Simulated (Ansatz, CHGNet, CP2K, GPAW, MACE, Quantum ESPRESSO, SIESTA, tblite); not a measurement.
# Twisted 2H-MoSe2/1T-TaS2 bilayer, 21.79° (42 atoms) in CP2K

Aim: run twisted 2H-MoSe2/1T-TaS2 bilayer, 21.79° (42 atoms) in CP2K and see how near its forces come to a plane-wave reference, and at what cost.

Calculated with CP2K 2026.2; the method is named at each step.

## 1. Set-up

The cell holds 42 atoms: 7 Mo, 14 Se, 7 Ta and 14 S. Cell: a = 8.797 Å, b = 8.797 Å, c = 21.570 Å, α = 90.0°, β = 90.0°, γ = 120.0°. 2H-MoSe2 (a = 3.29 Å) under 1T-TaS2 (a = 3.36 Å), bilayer, commensurate cell of 7 unit cells a layer, twist 21.79 deg, both strained to the mean lattice constant; facing planes 3.17 Å apart; 12 Å of vacuum; layers as built, displaced by a Gaussian of 0.01 Å. Then every atom was moved at random, 0.03 Å r.m.s. a Cartesian component. Regions: layer 1, 21 atoms (7 Mo and 14 Se); layer 2, 21 atoms (7 Ta and 14 S). Vacuum lies along c.

The yardstick, on the same geometry:

* method: Kohn-Sham DFT, PBE, SSSP efficiency 1.3.0 pseudopotentials, plane waves (Quantum ESPRESSO 7.5); sssp-pbe-1.3.0-efficiency, cutoffs 45/360 Ry, Γ point
* r.m.s. force component: 0.4471 eV/Å
* longest force: 1.447 eV/Å
* time: 3.4 min on 4 MPI ranks of Arm Neoverse V2, shared host
* CPU time: 14 min

## 2. PBE, DZVP-UZH, 600/60 Ry, diagonalisation

Method: Kohn-Sham DFT, PBE, GTH-PBE pseudopotentials, Gaussian and plane waves, DZVP-MOLOPT (UZH set), diagonalisation.

input.inp

```
&GLOBAL
  PROJECT cell
  RUN_TYPE ENERGY_FORCE
  PRINT_LEVEL LOW
&END GLOBAL
&FORCE_EVAL
  METHOD QS
  &DFT
    BASIS_SET_FILE_NAME BASIS_MOLOPT_UZH
    POTENTIAL_FILE_NAME POTENTIAL_UZH
    &MGRID
      CUTOFF 600
      REL_CUTOFF 60
      NGRIDS 5
    &END MGRID
    &QS
      EPS_DEFAULT 1.0E-12
    &END QS
    &SCF
      SCF_GUESS ATOMIC
      EPS_SCF 1.0E-06
      MAX_SCF 200
      ADDED_MOS 28
      &DIAGONALIZATION
        ALGORITHM STANDARD
      &END DIAGONALIZATION
      &SMEAR ON
        METHOD FERMI_DIRAC
        ELECTRONIC_TEMPERATURE [K] 580
      &END SMEAR
      &MIXING
        METHOD BROYDEN_MIXING
        ALPHA 0.15
        NBROYDEN 8
      &END MIXING
      &PRINT
        &RESTART OFF
        &END RESTART
      &END PRINT
    &END SCF
    &XC
      &XC_FUNCTIONAL PBE
      &END XC_FUNCTIONAL
    &END XC
    &PRINT
      &MULLIKEN ON
      &END MULLIKEN
      &HIRSHFELD ON
        SHAPE_FUNCTION DENSITY
      &END HIRSHFELD
      &MO ON
        EIGENVALUES T
        OCCUPATION_NUMBERS T
        MO_INDEX_RANGE 168 191
        &EACH
          QS_SCF 0
        &END EACH
        ADD_LAST NUMERIC
      &END MO
    &END PRINT
  &END DFT
  &SUBSYS
    &CELL
      A 8.79710 0.00000 0.00000
      B -4.39855 7.61851 0.00000
      C 0.00000 0.00000 21.57000
    &END CELL
    &COORD
      SCALED
      Mo 0.18904 0.23383 0.35586
      Se 0.24263 0.05682 0.43211
      Se 0.24735 0.05319 0.27840
      Mo 0.33365 0.66054 0.35686
      Se 0.38470 0.48322 0.43254
      Se 0.37970 0.47730 0.27942
      Mo 0.47750 0.09653 0.35701
      Se 0.52386 0.90182 0.43405
      Se 0.52325 0.90353 0.28033
      Mo 0.62765 0.52577 0.35516
      Se 0.67066 0.33041 0.43306
      Se 0.66987 0.33267 0.27879
      Mo 0.75978 0.95681 0.35675
      Se 0.81013 0.77099 0.43684
      Se 0.81378 0.77068 0.27807
      Mo 0.90490 0.38786 0.35667
      Se 0.95068 0.19054 0.43239
      Se 0.94375 0.18858 0.27958
      Mo 0.05323 0.81331 0.35499
      Se 0.09847 0.61976 0.43221
      Se 0.09491 0.61743 0.28001
      Ta 0.13703 0.71022 0.65186
      S 0.37807 0.89859 0.72263
      S 0.33359 0.66400 0.57991
      Ta 0.99638 0.99558 0.65026
      S 0.24503 0.18814 0.72329
      S 0.19042 0.95608 0.58031
      Ta 0.28804 0.42751 0.65147
      S 0.53090 0.62517 0.72172
      S 0.47635 0.38209 0.58179
      Ta 0.57068 0.85528 0.65171
      S 0.80422 0.04916 0.72213
      S 0.75983 0.81005 0.58124
      Ta 0.42881 0.14304 0.65264
      S 0.66602 0.33385 0.72139
      S 0.61851 0.09152 0.58253
      Ta 0.71349 0.57464 0.65341
      S 0.95086 0.76645 0.72155
      S 0.90781 0.53524 0.57846
      Ta 0.85899 0.28838 0.65063
      S 0.09403 0.47861 0.72111
      S 0.05010 0.24001 0.58114
    &END COORD
    &KIND Mo
      BASIS_SET DZVP-MOLOPT-PBE-GTH-q14
      POTENTIAL GTH-PBE-q14
    &END KIND
    &KIND Se
      BASIS_SET DZVP-MOLOPT-PBE-GTH-q6
      POTENTIAL GTH-PBE-q6
    &END KIND
    &KIND Ta
      BASIS_SET DZVP-MOLOPT-PBE-GTH-q13
      POTENTIAL GTH-PBE-q13
    &END KIND
    &KIND S
      BASIS_SET DZVP-MOLOPT-PBE-GTH-q6
      POTENTIAL GTH-PBE-q6
    &END KIND
  &END SUBSYS
  &PRINT
    &FORCES ON
    &END FORCES
  &END PRINT
&END FORCE_EVAL
```

Started as:

```bash
$ OMP_NUM_THREADS=2 cp2k.psmp -i input.inp > output.txt
```

Numbers of over 12 decimals in the logs are rounded to 6 here.

Output:

```text
CP2K| version string:                                       CP2K version 2026.2
 CP2K| Input file name                                                 input.inp
 GLOBAL| Basis set file name                                    BASIS_MOLOPT_UZH
 GLOBAL| Potential file name                                       POTENTIAL_UZH
 GLOBAL| Run type                                                   ENERGY_FORCE
 GLOBAL| Total number of message passing processes                             1
 GLOBAL| Number of threads for this process                                    2
 TOTAL NUMBERS AND MAXIMUM NUMBERS
  Total number of            - Atomic kinds:                                   4
                             - Atoms:                                         42
                             - Shell sets:                                    42
                             - Shells:                                       252
                             - Primitive Cartesian functions:                196
                             - Cartesian basis functions:                    826
                             - Spherical basis functions:                    728
  Maximum angular momentum of- Orbital basis functions:                        3
                             - Local part of the GTH pseudopotential:          2
                             - Non-local part of the GTH pseudopotential:      4
 SCF PARAMETERS         Density guess:                                    ATOMIC
                        max_scf:                                             200
                        eps_scf:                                        1.00E-06
                        added MOs                                        28    0
                        Mixing method:                            BROYDEN_MIXING
                                                charge density mixing in g-space
                        Smear method:                                FERMI_DIRAC
                        Electronic temperature [K]:                        580.0
                        Electronic temperature [a.u.]:                  1.84E-03
                        Accuracy threshold:                             1.00E-10
 Extrapolation method: initial_guess
 Number of electrons:                                                        357
 Number of occupied orbitals:                                                179
 Number of molecular orbitals:                                               207
 Number of orbital functions:                                                728
 Number of independent orbital functions:                                    728
 SCF WAVEFUNCTION OPTIMIZATION
  Step     Update method      Time    Convergence         Total energy    Change
     1 NoMix/Diag. 0.15E+00    4.8     1.12503702     -1163.4424677548 -1.16E+03
     2 Broy./Diag. 0.15E+00    7.3     0.66749271     -1179.0859768518 -1.56E+01
     3 Broy./Diag. 0.15E+00    7.4     0.05848713     -1164.9789401524  1.41E+01
     4 Broy./Diag. 0.15E+00    7.6     0.09302844     -1161.2928678684  3.69E+00
[...]
41 Broy./Diag. 0.15E+00    7.9     0.00000135     -1158.1192510909 -6.25E-06
    42 Broy./Diag. 0.15E+00    8.3     0.00000042     -1158.1192494191  1.67E-06
  *** SCF run converged in    42 steps ***
  Electronic density on regular grids:       -356.9999999998        0.0000000002
  Core density on regular grids:              356.9999999996       -0.0000000004
  Total charge density on r-space grids:       -0.0000000002
  Total charge density g-space grids:          -0.0000000002
  Overlap energy of the core charge distribution:               2.01651e-08
  Self energy of the core charge distribution:              -2117.893050
  Core Hamiltonian energy:                                    473.212790
  Hartree energy:                                             650.939869
  Exchange-correlation energy:                               -164.362398
  Electronic entropic energy:                                  -0.016461
  Fermi energy:                                                 0.095672
  Total energy:                                             -1158.119249
  Total energy (extrapolated to T->0):                      -1158.111019
 MO| EIGENVALUES AND OCCUPATION NUMBERS
 MO|
 MO|  Index      Eigenvalue [a.u.]        Eigenvalue [eV]             Occupation
 MO|    168               0.050656               1.378413               2.000000
 MO|    169               0.051753               1.408277               2.000000
 MO|    170               0.053852               1.465397               2.000000
[...]
MO|    190               0.141412               3.848005               0.000000
 MO|    191               0.147665               4.018156               0.000000
 MO| Sum:                                                             357.000000
 MO| E(Fermi):            0.095672 a.u.          2.603363 eV
 !-----------------------------------------------------------------------------!
                     Mulliken Population Analysis
 #  Atom  Element  Kind  Atomic population                           Net charge
       1     Mo       1         14.098151                             -0.098151
       2     Se       2          5.912127                              0.087873
       3     Se       2          5.933312                              0.066688
[...]
41     S        4          5.996980                              0.003020
      42     S        4          6.019882                             -0.019882
 # Total charge                            357.000000                  0.000000
 !-----------------------------------------------------------------------------!
 !-----------------------------------------------------------------------------!
                           Hirshfeld Charges
  #Atom  Element  Kind  Ref Charge     Population                    Net charge
      1       Mo     1      14.000         13.826                         0.174
      2       Se     2       6.000          6.079                        -0.079
      3       Se     2       6.000          6.086                        -0.086
[...]
41       S      4       6.000          6.126                        -0.126
     42       S      4       6.000          6.126                        -0.126
  Total Charge                                                            0.000
 !-----------------------------------------------------------------------------!
 ENERGY| Total FORCE_EVAL ( QS ) energy [hartree]          -1158.119219
 FORCES| Atomic forces [hartree/bohr]
 FORCES|   Atom     x               y               z               |f|
 FORCES|      1 -7.59321976E-03  2.19253452E-02 -7.28395913E-03   2.43194122E-02
 FORCES|      2  2.32795885E-03 -1.36333589E-02  1.24070036E-02   1.85801401E-02
 FORCES|      3 -5.67467009E-03 -5.83953628E-03 -8.94360175E-03   1.20950435E-02
[...]
FORCES|     41  1.01311522E-03 -3.65553832E-03  1.74809059E-02   1.78877454E-02
 FORCES|     42 -4.18584668E-04  3.59541950E-03 -5.04901291E-03   6.21247019E-03
 FORCES| Sum     2.73014539E-06  1.67139451E-06 -3.60718403E-06
 FORCES| Total atomic force                                       4.82276167E-06
```

The job ended after 5.8 min (2 threads of Arm Neoverse V2, shared host; peak memory 4 GiB).

Banners, paths, timers and routine set-up lines are dropped from the logs unmarked, and long logs keep their key lines alone; longer cuts are marked.

Against the reference:

```
r.m.s. force component                  : 0.4577 eV/Å
r.m.s. difference of force components   : 101 meV/Å
longest difference of force vectors     : 296.9 meV/Å
force difference over r.m.s. force      : 22.59 %
slope of forces against the reference's : 0.9986
correlation of force components         : 0.9754
```

Length of the force difference by element (eV/Å):

```
element  atoms   mean   most
     Mo      7  0.040  0.058
      S     14   0.11   0.12
     Se     14   0.28   0.30
     Ta      7  0.023  0.037
```

The surroundings of Se11, picked at random, nearest first, numbered as they follow in the input and with coordinates relative to it.

```
atom      x      y      z  distance (Å)  bonds  Hirshfeld charge (e)     Fx     Fy  Fz (eV/Å)
Se11   0.00   0.00   0.00          0.00      3                 -0.08  -0.56   0.47       0.63
Mo16   1.81   0.44  -1.65          2.48      6                  0.17   0.69  -1.08      -0.19
 Mo7  -0.67  -1.78  -1.64          2.51      6                  0.17   0.33  -0.04      -0.27
Mo10  -1.24   1.49  -1.68          2.56      6                  0.18  -0.81   0.28       0.59
Se17   3.08  -1.07  -0.01          3.26      3                 -0.07   0.02   0.36       0.37
 Se2  -2.56  -2.08  -0.02          3.30      3                 -0.08   0.12  -0.70       0.64
 Se8   0.59  -3.27   0.02          3.32      3                 -0.08  -0.35   0.06       0.29
Se20   2.49   2.20  -0.02          3.33      3                 -0.08  -0.24   0.35       0.69
Se12  -0.02   0.02  -3.33          3.33      3                 -0.08  -0.26   0.08      -0.49
 Se5  -3.19   1.16  -0.01          3.39      3                 -0.08   0.71  -0.93       0.41
Se14  -0.71   3.36   0.08          3.43      3                 -0.07   0.61  -0.41      -0.99
```

Forces lie 23 % from the reference's, at 0.76 times its CPU time (on 2 against 4 cores).

## 3. PBE, TZV2P-UZH, 600/60 Ry, diagonalisation

Method: Kohn-Sham DFT, PBE, GTH-PBE pseudopotentials, Gaussian and plane waves, TZV2P-MOLOPT (UZH set), diagonalisation.

Edit input.inp of step 2 so:

```diff
@@ -68,7 +68,30 @@
     &COORD
-      SCALED
-[... 42 atom lines left out: the same atoms as in the first run ...]
+      Mo 0.63449 1.78144 7.67590
+      Se 1.88451 0.43288 9.32061
+      Se 1.94200 0.40523 6.00509
+      Mo 0.02973 5.03233 7.69747
+      Se 1.25878 3.68142 9.32989
+      Se 1.24083 3.63631 6.02709
+      Mo 3.77602 0.73541 7.70071
+      Se 0.64175 6.87052 9.36246
+      Se 0.62886 6.88355 6.04672
+      Mo 3.20887 4.00558 7.66080
+      Se 4.44654 2.51723 9.34110
+      Se 4.42965 2.53445 6.01350
+      Mo 2.47528 7.28947 7.69510
+      Se 3.73556 5.87380 9.42264
+      Se 3.76903 5.87143 5.99797
+      Mo 6.25447 2.95492 7.69337
+      Se 7.52513 1.45163 9.32665
+      Se 7.47278 1.43670 6.03054
+      Mo -3.10912 6.19621 7.65713
+      Se -1.85979 4.72165 9.32277
+[... 18 atom lines left out ...]
+      S 5.63182 4.07773 12.47738
+      Ta 6.28817 2.19703 14.03409
+      S -1.27800 3.64630 15.55434
+      S -0.61496 1.82852 12.53519
     &END COORD
     &KIND Mo
-      BASIS_SET DZVP-MOLOPT-PBE-GTH-q14
+      BASIS_SET TZV2P-MOLOPT-PBE-GTH-q14
       POTENTIAL GTH-PBE-q14
@@ -76,3 +99,3 @@
     &KIND Se
-      BASIS_SET DZVP-MOLOPT-PBE-GTH-q6
+      BASIS_SET TZV2P-MOLOPT-PBE-GTH-q6
       POTENTIAL GTH-PBE-q6
@@ -80,3 +103,3 @@
     &KIND Ta
-      BASIS_SET DZVP-MOLOPT-PBE-GTH-q13
+      BASIS_SET TZV2P-MOLOPT-PBE-GTH-q13
       POTENTIAL GTH-PBE-q13
@@ -84,3 +107,3 @@
     &KIND S
-      BASIS_SET DZVP-MOLOPT-PBE-GTH-q6
+      BASIS_SET TZV2P-MOLOPT-PBE-GTH-q6
       POTENTIAL GTH-PBE-q6
```

Started as:

```bash
$ OMP_NUM_THREADS=1 mpirun -np 4 cp2k.psmp -i input.inp > output.txt
```

Output:

```text
CP2K| version string:                                       CP2K version 2026.2
 CP2K| Input file name                                                 input.inp
 GLOBAL| Basis set file name                                    BASIS_MOLOPT_UZH
 GLOBAL| Potential file name                                       POTENTIAL_UZH
[... lines left out ...]
                        Smear method:                                FERMI_DIRAC
[... lines left out ...]
 Number of electrons:                                                        357
[... lines left out ...]
  Step     Update method      Time    Convergence         Total energy    Change
[... lines left out ...]
  *** SCF run converged in    44 steps ***
[... lines left out ...]
  Fermi energy:                                                 0.095178
  Total energy:                                             -1158.232699
  Total energy (extrapolated to T->0):                      -1158.224556
[... lines left out ...]
 MO| E(Fermi):            0.095178 a.u.          2.589918 eV
[... lines left out ...]
     42       S      4       6.000          6.129                        -0.129
  Total Charge                                                            0.000
 !-----------------------------------------------------------------------------!
 ENERGY| Total FORCE_EVAL ( QS ) energy [hartree]          -1158.232693
 FORCES| Atomic forces [hartree/bohr]
 FORCES|   Atom     x               y               z               |f|
 FORCES|      1 -7.37227180E-03  2.15727464E-02 -7.13444747E-03   2.38879493E-02
 FORCES|      2  2.26055354E-03 -1.33832391E-02  9.19350067E-03   1.63933415E-02
 FORCES|      3 -5.48904923E-03 -5.75854535E-03 -5.70781805E-03   9.79130701E-03
[...]
FORCES|     41  8.25103143E-04 -3.41026204E-03  1.67116356E-02   1.70759903E-02
 FORCES|     42 -4.19964512E-04  3.61987492E-03 -4.51658953E-03   5.80339948E-03
 FORCES| Sum     6.43835091E-06  3.65237032E-06 -9.81608626E-06
 FORCES| Total atomic force                                       1.22942149E-05
```

Run time: 4 min. Hardware: 4 MPI ranks; peak memory 6.4 GiB.

Compared with the plane-wave run:

```
r.m.s. force component                  : 0.4358 eV/Å
r.m.s. difference of force components   : 62.76 meV/Å
longest difference of force vectors     : 160.3 meV/Å
force difference over r.m.s. force      : 14.04 %
slope of forces against the reference's : 0.9653
correlation of force components         : 0.9902
```

Against the first run (23 %), the force difference from the reference is 14 %, at 1.5 times the CPU time (on 4 against 2 cores), with 1400 basis functions against 728: the larger basis brings the forces nearer.

(Part 1 of 3 ends here.)

[Also dropped from logs without a mark: logging warnings of Python, and SIESTA's first energy breakdown and zero terms.]

[Logs are printed without paths, hosts, clocks, repeated set-up lines and the standing remarks that a program may print on its own settings, such as how far it seeks lower states.]

[Hosts, paths, dates, database ids (printed as entryN), source tags and the programs' standing remarks are cut or masked in the printed files.]
